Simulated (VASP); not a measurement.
# Ti (P6_3/mmc) in VASP: notebook

One crystal, Ti, is run at these levels: PBEsol; tasks: relaxation of cell and atoms.

Program: VASP 6.6.1. These are calculated values, not measurements. Logs are shortened: lines on timing, memory, paths and dates and some standing lists are left out, and cuts for length are marked.

### 1 The crystal as given

Symmetry: P6_3/mmc, No. 194, hexagonal system. The conventional cell has a = 2.950 Å, b = 2.950 Å, c = 4.680 Å, α = 90.00°, β = 90.00°, γ = 120.00°. Ti (site symmetry -6m2) has 12 Ti at 2.89 to 2.95 Å as nearest neighbours.

### 2 Relaxation of cell and atoms, PBEsol

File INCAR:

```
PREC     = Accurate       # precision mode
ENCUT    = 600            # plane-wave cutoff, eV
EDIFF    = 1E-6           # SCF threshold, eV
ISMEAR   = 1              # smearing method
SIGMA    = 0.1            # smearing width, eV
LREAL    = False          # projectors in reciprocal space
LASPH    = True           # aspherical terms in the spheres
NELM     = 80             # most SCF steps
ALGO     = Normal         # electronic algorithm
ISIF     = 3              # what is computed and relaxed
LWAVE    = False          # write WAVECAR
LCHARG   = False          # write CHGCAR
GGA      = PS             # functional
IBRION   = 2              # ionic algorithm
NSW      = 90             # ionic steps
EDIFFG   = -0.01          # ionic threshold
```

File KPOINTS:

```
Automatic mesh
0
Gamma
  15 15 8
```

File POSCAR:

```
Ti
1.0
    2.9500000000      0.0000000000      0.0000000000
   -1.4750000000      2.5547749412      0.0000000000
    0.0000000000      0.0000000000      4.6800000000
Ti
2
Direct
    0.3333333333      0.6666666667      0.2500000000
    0.6666666667      0.3333333333      0.7500000000
```

Potentials or basis: VASP PAW PBE potentials, release 64 (Ti_sv).

Started as:

```
$ cat potpaw_PBE.64/Ti_sv/POTCAR > POTCAR
$ mpirun -np 1 vasp_std > vasp.out
```

OUTCAR:

```text
PREC = Accurate
   ENCUT = 600
   EDIFF = 1E-6
   ISMEAR = 1
   LREAL = False
   LASPH = True
   NELM = 80
   ISIF = 3
   GGA = PS
   IBRION = 2
   NSW = 90
   EDIFFG = -0.01

 ion  position               nearest neighbor table
   1  0.333  0.667  0.250-   2 2.89   2 2.89   2 2.89   2 2.89   2 2.89   2 2.89
   2  0.667  0.333  0.750-   1 2.89   1 2.89   1 2.89   1 2.89   1 2.89   1 2.89

  LATTYP: Found a hexagonal cell.
 ALAT       =     2.9500000000
 C/A-ratio  =     1.5864406780

  Lattice vectors:

 A1 = (   2.9500000000,   0.0000000000,   0.0000000000)
 A2 = (  -1.4750000000,   2.5547749412,   0.0000000000)
 A3 = (   0.0000000000,   0.0000000000,   4.6800000000)

Analysis of symmetry for initial positions (statically):
=====================================================================
 Subroutine PRICEL returns:
 Original cell was already a primitive cell.

 Routine SETGRP: Setting up the symmetry group for a
 hexagonal supercell.

 Subroutine GETGRP returns: Found 24 space group operations
 (whereof 12 operations were pure point group operations)
 out of a pool of 24 trial point group operations.

The static configuration has the point symmetry D_3d.
 The point group associated with its full space group is D_6h.

Analysis of symmetry for dynamics (positions and initial velocities):
=====================================================================
 Subroutine PRICEL returns:
 Original cell was already a primitive cell.

 Routine SETGRP: Setting up the symmetry group for a
 hexagonal supercell.

 Subroutine GETGRP returns: Found 24 space group operations
 (whereof 12 operations were pure point group operations)
 out of a pool of 24 trial point group operations.

The dynamic configuration has the point symmetry D_3d.
 The point group associated with its full space group is D_6h.

 Subroutine INISYM returns: Found 24 space group operations
 (whereof 12 operations are pure point group operations),
 and found     1 'primitive' translations

----------------------------------------------------------------------------------------

                                     Primitive cell

  volume of cell :      35.2712

  direct lattice vectors                    reciprocal lattice vectors
     2.950000000  0.000000000  0.000000000     0.338983051  0.195711956  0.000000000
    -1.475000000  2.554774941  0.000000000     0.000000000  0.391423911  0.000000000
     0.000000000  0.000000000  4.680000000     0.000000000  0.000000000  0.213675214

  length of vectors
     2.950000000  2.950000000  4.680000000     0.391423911  0.391423911  0.213675214

  position of ions in fractional coordinates (direct lattice)
     0.333333333  0.666666667  0.250000000
     0.666666667  0.333333333  0.750000000

  ion indices of the primitive-cell ions
   primitive index   ion index
                 1           1
                 2           2

----------------------------------------------------------------------------------------

 KPOINTS: Automatic mesh

Automatic generation of k-mesh.
 Grid dimensions read from file:
 generate k-points for:   15   15    8

 Generating k-lattice:

  Cartesian coordinates                     Fractional coordinates (reciprocal lattice)
     0.022598870  0.013047464  0.000000000     0.066666667 -0.000000000  0.000000000
     0.000000000  0.026094927  0.000000000     0.000000000  0.066666667  0.000000000
     0.000000000  0.000000000  0.026709402     0.000000000  0.000000000  0.125000000

  Length of vectors
     0.026094927  0.026094927  0.026709402

  Shift w.r.t. Gamma in fractional coordinates (k-lattice)
     0.000000000  0.000000000  0.000000000

 Subroutine IBZKPT returns following result:
 ===========================================

 Found    135 irreducible k-points:

 Following reciprocal coordinates:
            Coordinates               Weight
  0.000000  0.000000  0.000000      1.000000
  0.066667  0.000000  0.000000      6.000000
  0.133333  0.000000  0.000000      6.000000
  0.200000  0.000000  0.000000      6.000000
  0.266667  0.000000  0.000000      6.000000
  0.333333  0.000000  0.000000      6.000000
[... 16 lines left out ...]
  0.333333  0.200000  0.000000     12.000000
  0.400000  0.200000  0.000000      6.000000
 [... further k-points ...]
   k-points           NKPTS =    135   k-points in BZ     NKDIM =    135   number of bands    NBANDS=     16
   number of dos      NEDOS =    301   number of ions     NIONS =      2
   total plane-waves  NPLWV =  23040
   dimension x,y,z NGX =    24 NGY =   24 NGZ =   40
   dimension x,y,z NGXF=    48 NGYF=   48 NGZF=   80
   ions per type =               2
   NGX,Y,Z   is equivalent  to a cutoff of  13.53, 13.53, 14.21 a.u.
   NGXF,Y,Z  is equivalent  to a cutoff of  27.05, 27.05, 28.42 a.u.
 SYSTEM =  unknown system
   PREC   = accura    normal or accurate (medium, high low for compatibility)
   ISTART =      0    job   : 0-new  1-cont  2-samecut
   ICHARG =      2    charge: 1-file 2-atom 10-const
   ISPIN  =      1    spin polarized calculation?
   LNONCOLLINEAR =      F non collinear calculations
   LSORBIT =      F    spin-orbit coupling
   LASPH  =      T    aspherical Exc in radial PAW
   ENCUT  =  600.0 eV  44.10 Ry    6.64 a.u.   5.89  5.89  9.35*2*pi/ulx,y,z
   NELM   =     80;   NELMIN=  2; NELMDL= -5     # of ELM steps
   EDIFF  = 0.1E-05   stopping-criterion for ELM
   LREAL  =      F    real-space projection
   EDIFFG = -.1E-01   stopping-criterion for IOM
   NSW    =     90    number of steps for IOM
   IBRION =      2    ionic relax: 0-MD 1-quasi-New 2-CG
   NFREE  =      1    steps in history (QN), initial steepest desc. (CG)
   ISIF   =      3    stress and relaxation
   ISYM   =      2    0-nonsym 1-usesym 2-fastsym
   POTIM  = 0.5000    time-step for ionic-motion
   TEBEG  =    0.0;   TEEND  =   0.0 temperature during run
   PSTRESS=    0.0 pullay stress
   NELECT =      24.0000    total number of electrons
   NUPDOWN=      -1.0000    fix difference up-down
   EMIN   =  10.00;   EMAX   =-10.00  energy-range for DOS
   EFERMI =   0.00;   METHOD = LEGACY
   ISMEAR =     1;   SIGMA  =   0.10  broadening in eV -4-tet -1-fermi 0-gaus
   EFERMI_NEDOS =   21; number of points for ismear=-14 and -15
   IALGO  =     38    algorithm
   IMIX   =      4    mixing-type and parameters
     AMIX     =   0.40;   BMIX     =  1.00
     AMIX_MAG =   1.60;   BMIX_MAG =  1.00
  volume/ion in A,a.u.               =      17.64       119.01
  Fermi-wavevector in a.u.,A,eV,Ry     =   1.439920  2.721055 28.209912  2.073370
  Thomas-Fermi vector in A             =   2.558722
   LORBIT       =      0    0 simple, 1 ext, 2 COOP (PROOUT), +10 PAW based schemes
   GGA     = PS    functional components
   LHFCALC =     F    Hartree Fock is set to
   AEXX    =    0.0000 exact exchange contribution
   IVDW    =     0    specifies the selected vdW correction
   LEPSILON=     F    determine dielectric tensor
   LRPA    =     F    only Hartree local field effects (RPA)
 conjugate gradient relaxation of ions
 non-spin polarized calculation
 Methfessel and Paxton  Order N= 1 SIGMA  =   0.10
  energy-cutoff  :      600.00
  volume of cell :       35.27
 maximum number of plane-waves:      1194
 NGX is ok and might be reduce to    24
   NGX = 11   NGY = 11   NGZ = 19

--------------------------------------- Ionic step        1  -------------------------------------------

 number of electron      23.9999997 magnetization

 Free energy of the ion-electron system (eV)
  ---------------------------------------------------
  ext. energy  EPLUGINS =         0.00000000
  ---------------------------------------------------
  free energy    TOTEN  =       -16.64196217 eV

  energy without entropy =      -16.64259731  energy(sigma->0) =      -16.64217388

------------------------ aborting loop because EDIFF is reached ----------------------------------------

  FORCE on cell =-STRESS in cart. coord.  units (eV):
  Direction    XX          YY          ZZ          XY          YZ          ZX
  --------------------------------------------------------------------------------------
  -------------------------------------------------------------------------------------
  Total       -1.2749922     -1.2749922     -1.3672536      0.0000000     -0.0000000      0.0000000
  in kB      -57.9158700    -57.9158700    -62.1067981      0.0000000     -0.0000000      0.0000000
  external PRESSURE =     -59.3128460 kB  Pullay stress =       0.0000000 kB

 VOLUME and BASIS-vectors are now :
 -----------------------------------------------------------------------------
  energy-cutoff  :      600.00
  volume of cell :       35.27
      direct lattice vectors                 reciprocal lattice vectors
     2.950000000  0.000000000  0.000000000     0.338983051  0.195711956  0.000000000
    -1.475000000  2.554774941  0.000000000     0.000000000  0.391423911  0.000000000
     0.000000000  0.000000000  4.680000000     0.000000000  0.000000000  0.213675214
[... 181 lines left out ...]
 POSITION                                       TOTAL-FORCE (eV/Angst)
 -----------------------------------------------------------------------------------
     -0.00000      1.67506      1.14577        -0.000000      0.000000      0.000000
      1.45065      0.83753      3.43731         0.000000     -0.000000      0.000000
 -----------------------------------------------------------------------------------
    total drift:                               -0.000000      0.000000     -0.000000

  FREE ENERGIE OF THE ION-ELECTRON SYSTEM (eV)
  ---------------------------------------------------
  free  energy   TOTEN  =       -16.6790375166 eV

  energy  without entropy=      -16.6792721714  energy(sigma->0) =      -16.67911573

--------------------------------------- Ionic step        7  -------------------------------------------

 number of electron      23.9999997 magnetization

 Free energy of the ion-electron system (eV)
  ---------------------------------------------------
  ext. energy  EPLUGINS =         0.00000000
  ---------------------------------------------------
  free energy    TOTEN  =       -16.67906826 eV

  energy without entropy =      -16.67944924  energy(sigma->0) =      -16.67919526

 E-fermi :   8.6524     XC(G=0): -11.8286

 val. band max:        8.6522543571   @ k =   0.0000   0.0000   0.3750
 cond. band min:       8.6572198713   @ k =   0.0667   0.0000   0.2500
 fundamental gap:      0.0049655142
 Fermi energy:         8.6523791210

 k-point     1 :       0.0000    0.0000    0.0000
  band No.  band energies     occupation
      1     -47.9283      2.00000
      2     -47.7612      2.00000
      3     -24.6789      2.00000
      4     -23.9335      2.00000
      5     -23.9335      2.00000
      6     -23.8540      2.00000
[... 8 lines left out ...]
     15       9.9670     -0.00000
     16       9.9670     -0.00000
[... 419 lines left out ...]
 k-point    24 :       0.4000    0.2000    0.0000
  band No.  band energies     occupation
      1     -47.7709      2.00000
      2     -47.7372      2.00000
      3     -24.4184      2.00000
      4     -24.2770      2.00000
      5     -24.2677      2.00000
      6     -24.1917      2.00000
[... 8 lines left out ...]
     15      10.0512     -0.00000
     16      11.8519      0.00000

 [... further k-points ...]

------------------------ aborting loop because EDIFF is reached ----------------------------------------

  FORCE on cell =-STRESS in cart. coord.  units (eV):
  Direction    XX          YY          ZZ          XY          YZ          ZX
  --------------------------------------------------------------------------------------
  -------------------------------------------------------------------------------------
  Total       -0.0131187     -0.0131187      0.0037245      0.0000000      0.0000000      0.0000000
  in kB       -0.6298729     -0.6298729      0.1788241      0.0000000      0.0000000      0.0000000
  external PRESSURE =      -0.3603072 kB  Pullay stress =       0.0000000 kB

 VOLUME and BASIS-vectors are now :
 -----------------------------------------------------------------------------
  energy-cutoff  :      600.00
  volume of cell :       33.37
      direct lattice vectors                 reciprocal lattice vectors
     2.902100012  0.000000000  0.000000000     0.344578063  0.198942237  0.000000000
    -1.451050006  2.513292335  0.000000000     0.000000000  0.397884475  0.000000000
     0.000000000 -0.000000000  4.575014202     0.000000000 -0.000000000  0.218578556

 POSITION                                       TOTAL-FORCE (eV/Angst)
 -----------------------------------------------------------------------------------
     -0.00000      1.67553      1.14375         0.000000      0.000000      0.000000
      1.45105      0.83776      3.43126        -0.000000     -0.000000      0.000000
 -----------------------------------------------------------------------------------
    total drift:                               -0.000000      0.000000     -0.000000

  FREE ENERGIE OF THE ION-ELECTRON SYSTEM (eV)
  ---------------------------------------------------
  free  energy   TOTEN  =       -16.6790682635 eV

  energy  without entropy=      -16.6794492420  energy(sigma->0) =      -16.67919526

 reached required accuracy - stopping structural energy minimisation
```

Run time: 3.2 min. Hardware: 1 thread of Intel Xeon Platinum 8488C (Sapphire Rapids), shared host; peak memory 0.22 GiB.

Results:

* Free energy: -16.6791 eV
* Relaxed volume: 16.68 Å³/atom
* Relaxed cell: a = 2.902 Å, b = 2.902 Å, c = 4.575 Å, α = 90.00°, β = 90.00°, γ = 120.00°
* Space group after relaxing (to 0.05 Å): P6_3/mmc (No. 194)
* Energy gained by relaxing: 18.6 meV/atom
* Ionic steps: 7
* Pressure after relaxing: 0.0 GPa
* Band gap on the k mesh: none (metal or under the smearing width)

The path:
```tsv
step	energy change (eV)	largest force (eV/Å)	pressure (GPa)	volume (Å³)
1	0.0000	0.0000	-5.93	35.27
2	-0.0166	0.0000	5.09	32.04
3	-0.0370	0.0000	-0.01	33.37
4	-0.0370	0.0000	0.11	33.33
5	-0.0371	0.0000	-0.02	33.38
6	-0.0371	0.0000	-0.15	33.41
7	-0.0371	0.0000	-0.04	33.37
```

Final structure:
```yaml
crystal:
  lattice:
    - [2.90210, 0.00000, 0.00000]
    - [-1.45105, 2.51329, 0.00000]
    - [0.00000, 0.00000, 4.57501]
  atoms:
    - { symbol: Ti, position: [0.33333, 0.66667, 0.25000] }
    - { symbol: Ti, position: [0.66667, 0.33333, 0.75000] }
```

Caveat: the PAW data sets were made with another functional, which shifts forces and pressure a little.

(Continued in part 2 of 2.)
